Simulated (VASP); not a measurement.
VASP 6.6.1, PBE single-point calculation, LiCl (strained wurtzite)

INCAR

```
NBANDS = 18
LWAVE = .FALSE.
IBRION = -1
SIGMA = 0.02
GGA = PE
EDIFF = 1E-7
LREAL = .FALSE.
NSW = 0
NELM = 120
PREC = Accurate
LCHARG = .FALSE.
ENCUT = 520
ISIF = 2
ISMEAR = -1
LASPH = .TRUE.
```

KPOINTS

```
KPOINTS created by Atomic Simulation Environment
0
Gamma
12 12 4
0 0 0
```

KPOINTS_OPT

```
special points
6
Reciprocal
0.0000000000 0.0000000000 0.0000000000 1
0.5000000000 0.0000000000 0.0000000000 1
0.3333333333 0.3333333333 0.0000000000 1
0.0000000000 0.0000000000 0.5000000000 1
0.5000000000 0.0000000000 0.5000000000 1
0.3333333333 0.3333333333 0.5000000000 1
```

POSCAR

```
Li Cl
 1.0000000000000000
     3.8941840840999999    0.0584127613000000    0.0000000000000000
    -1.8965051069000001    3.3432559631999998    0.0000000000000000
     0.0000000000000000    0.0000000000000000    6.2244574211000003
 Li  Cl
   2   2
Cartesian
  0.0254378467920542  2.2482364895992371 -0.0195926367153850
  1.9722411304079452  1.1534322349007626  3.0926360738346150
  0.0125552467002498  2.2488720706030496  2.3537641696278850
  1.9851237304997496  1.1527966538969499  5.4659928801778861
```

VASP ran with the recommended PBE PAW datasets (20 valence electrons in the cell).

Command

```
mpirun -np 1 vasp_std
```

From OUTCAR

```
k-points           NKPTS =    222   k-points in BZ     NKDIM =    222   number of bands    NBANDS=     18

   NELECT =      20.0000    total number of electrons

   dimension x,y,z NGX =    30 NGY =   30 NGZ =   48
   dimension x,y,z NGXF=    60 NGYF=   60 NGZF=   96

  energy-cutoff  :      520.00
  volume of cell :       81.73
      direct lattice vectors                 reciprocal lattice vectors
     3.894184084  0.058412761  0.000000000     0.254626599  0.144440225  0.000000000
    -1.896505107  3.343255963  0.000000000    -0.004448790  0.296585980  0.000000000
     0.000000000  0.000000000  6.224457421     0.000000000  0.000000000  0.160656573

 k-points in reciprocal lattice and weights: KPOINTS created by Atomic Simulation Env
   0.00000000  0.00000000  0.00000000       0.002
   0.08333333  0.00000000  0.00000000       0.003
   0.16666667  0.00000000  0.00000000       0.003
   0.25000000  0.00000000  0.00000000       0.003
   0.33333333  0.00000000  0.00000000       0.003
   0.41666667  0.00000000  0.00000000       0.003
   0.50000000  0.00000000  0.00000000       0.002
   0.00000000  0.08333333  0.00000000       0.003
   ...

 E-fermi :  -0.5757

 k-point     1 :       0.0000    0.0000    0.0000
  band No.  band energies     occupation
      1     -43.9911      2.00000
      2     -43.9895      2.00000
      3     -13.8871      2.00000
      4     -13.5635      2.00000
      5      -3.2036      2.00000
      6      -1.5699      2.00000
      7      -1.4455      2.00000
      8      -1.2136      2.00000
      9      -1.1294      2.00000
     10      -1.0907      2.00000
     11       4.9341      0.00000
     12       7.1503      0.00000
     13       8.7464      0.00000
     14       9.0190      0.00000
     15       9.4016      0.00000
     16       9.7595      0.00000
     17       9.9123      0.00000
     18       9.9775      0.00000

 k-point     2 :       0.0833    0.0000    0.0000
  band No.  band energies     occupation
      1     -43.9910      2.00000
      2     -43.9895      2.00000
      3     -13.8719      2.00000
      4     -13.5575      2.00000
      5      -3.1675      2.00000
      6      -1.6680      2.00000
      7      -1.4904      2.00000
      8      -1.3285      2.00000
      9      -1.1459      2.00000
     10      -1.1137      2.00000
     11       5.0989      0.00000
     12       7.3187      0.00000
     13       8.7067      0.00000
     14       9.1172      0.00000
     15       9.4658      0.00000
     16       9.5235      0.00000
     17      10.0272      0.00000
     18      10.0896      0.00000

 k-point     3 :       0.1667    0.0000    0.0000
  band No.  band energies     occupation
      1     -43.9908      2.00000
      2     -43.9894      2.00000
      3     -13.8292      2.00000
      4     -13.5419      2.00000
      5      -3.0639      2.00000
      6      -1.9367      2.00000
      7      -1.6197      2.00000
      8      -1.5939      2.00000
      9      -1.1879      2.00000
     10      -1.1825      2.00000
     11       5.5213      0.00000
     12       7.7047      0.00000
     13       8.6537      0.00000
     14       8.9361      0.00000
     15       9.3851      0.00000
     16       9.7786      0.00000
     17      10.0095      0.00000
     18      10.4341      0.00000

 k-point     4 :       0.2500    0.0000    0.0000
  band No.  band energies     occupation
      1     -43.9904      2.00000
      2     -43.9893      2.00000
      3     -13.7667      2.00000
      4     -13.5231      2.00000
      5      -2.9118      2.00000
      6      -2.2810      2.00000
      7      -1.9550      2.00000
      8      -1.7249      2.00000
      9      -1.2976      2.00000
     10      -1.2496      2.00000
     11       6.0404      0.00000
     12       7.8860      0.00000
     13       8.2323      0.00000
     14       9.0628      0.00000
     15       9.5691      0.00000
     16       9.7447      0.00000
     17      10.1086      0.00000
     18      10.9587      0.00000

 k-point     5 :       0.3333    0.0000    0.0000
  band No.  band energies     occupation
      1     -43.9901      2.00000
      2     -43.9892      2.00000
      3     -13.6970      2.00000
      4     -13.5099      2.00000
      5      -2.8157      2.00000
      6      -2.5086      2.00000
      7      -2.2500      2.00000
      8      -1.8423      2.00000
      9      -1.4537      2.00000
     10      -1.3144      2.00000
     11       6.4755      0.00000
     12       7.5902      0.00000
     13       7.9502      0.00000
     14       9.4422      0.00000
     15       9.5361      0.00000
     16       9.8292      0.00000
     17      10.4608      0.00000
     18      11.3561      0.00000

 k-point     6 :       0.4167    0.0000    0.0000
  band No.  band energies     occupation
      1     -43.9898      2.00000
      2     -43.9891      2.00000
      3     -13.6367      2.00000
      4     -13.5084      2.00000
      5      -2.9495      2.00000
      6      -2.4698      2.00000
      7      -2.3780      2.00000
      8      -1.9229      2.00000
      9      -1.6264      2.00000
     10      -1.3626      2.00000
     11       6.7195      0.00000
     12       7.1642      0.00000
     13       8.0440      0.00000
     14       9.4086      0.00000
     15       9.4673      0.00000
     16      10.2151      0.00000
     17      10.7371      0.00000
     18      11.8272      0.00000

 k-point     7 :       0.5000    0.0000    0.0000
  band No.  band energies     occupation
      1     -43.9897      2.00000
      2     -43.9891      2.00000
      3     -13.6098      2.00000
      4     -13.5124      2.00000
      5      -3.0220      2.00000
      6      -2.5301      2.00000
      7      -2.2885      2.00000
      8      -1.9515      2.00000
      9      -1.7224      2.00000
     10      -1.3803      2.00000
     11       6.8456      0.00000
     12       6.9457      0.00000
     13       8.1107      0.00000
     14       9.3789      0.00000
     15       9.4778      0.00000
     16      10.4548      0.00000
     17      10.6095      0.00000
     18      12.1882      0.00000

 k-point     8 :       0.0000    0.0833    0.0000
  band No.  band energies     occupation
      1     -43.9910      2.00000
      2     -43.9895      2.00000
      3     -13.8710      2.00000
      4     -13.5566      2.00000
      5      -3.1664      2.00000
      6      -1.6425      2.00000
      7      -1.5240      2.00000
      8      -1.3005      2.00000
      9      -1.1794      2.00000
     10      -1.1122      2.00000
     11       5.1012      0.00000
     12       7.3107      0.00000
     13       8.7759      0.00000
     14       9.0410      0.00000
     15       9.4716      0.00000
     16       9.5425      0.00000
     17       9.9633      0.00000
     18      10.1304      0.00000

 k-point     9 :       0.0833    0.0833    0.0000
  band No.  band energies     occupation
      1     -43.9909      2.00000
      2     -43.9894      2.00000
      3     -13.8428      2.00000
      4     -13.5465      2.00000
      5      -3.0973      2.00000
      6      -1.8078      2.00000
      7      -1.6708      2.00000
      8      -1.4401      2.00000
      9      -1.2085      2.00000
     10      -1.1590      2.00000
     11       5.3960      0.00000
     12       7.6157      0.00000
     13       8.6854      0.00000
     14       8.9388      0.00000
     15       9.4984      0.00000
     16       9.6322      0.00000
     17      10.0734      0.00000
     18      10.2713      0.00000

 k-point    10 :       0.1667    0.0833    0.0000
  band No.  band energies     occupation
      1     -43.9906      2.00000
      2     -43.9893      2.00000
      3     -13.7905      2.00000
      4     -13.5296      2.00000
      5      -2.9672      2.00000
      6      -2.1017      2.00000
      7      -1.9205      2.00000
      8      -1.6119      2.00000
      9      -1.2807      2.00000
     10      -1.2508      2.00000
     11       5.8843      0.00000
     12       7.9982      0.00000
     13       8.4608      0.00000
     14       8.7171      0.00000
     15       9.5836      0.00000
     16       9.7888      0.00000
     17      10.0220      0.00000
     18      10.6250      0.00000

 k-point    11 :       0.2500    0.0833    0.0000
  band No.  band energies     occupation
      1     -43.9902      2.00000
      2     -43.9892      2.00000
      3     -13.7242      2.00000
      4     -13.5137      2.00000
      5      -2.8132      2.00000
      6      -2.4287      2.00000
      7      -2.1555      2.00000
      8      -1.7932      2.00000
      9      -1.3878      2.00000
     10      -1.3547      2.00000
     11       6.4041      0.00000
     12       7.8589      0.00000
     13       8.0359      0.00000
     14       9.2456      0.00000
     15       9.5219      0.00000
     16       9.7565      0.00000
     17      10.2446      0.00000
     18      11.0880      0.00000

 ...

  Total        0.2983266      0.3143462      0.3010654     -0.1282569      0.0000000      0.0000000
  in kB        5.8483744      6.1624224      5.9020663     -2.5143390      0.0000000      0.0000000
  external PRESSURE =       5.9709544 kB  Pullay stress =       0.0000000 kB

 POSITION                                       TOTAL-FORCE (eV/Angst)
 -----------------------------------------------------------------------------------
      0.02544      2.24824      6.20486         0.001840      0.000214     -0.000525
      1.97224      1.15343      3.09264        -0.001840     -0.000214     -0.000525
      0.01256      2.24887      2.35376        -0.000322      0.000030      0.000525
      1.98512      1.15280      5.46599         0.000322     -0.000030      0.000525
 -----------------------------------------------------------------------------------
    total drift:                                0.000000      0.000000     -0.000204

  FREE ENERGIE OF THE ION-ELECTRON SYSTEM (eV)
  ---------------------------------------------------
  free  energy   TOTEN  =       -14.8657969539 eV

  energy  without entropy=      -14.8657969539  energy(sigma->0) =      -14.86579695
```

| Item | Value |
| --- | --- |
| gap between bands v and c | 6.02 eV |
| least direct gap | 6.02 eV |
| pressure | 0.6 GPa |

Band v is the last that the valence electrons fill when counted band by band, and c is the next.

The run took about 3.9 min on one core of a shared host (Intel Xeon Platinum 8488C) and held 0.52 GiB at most.
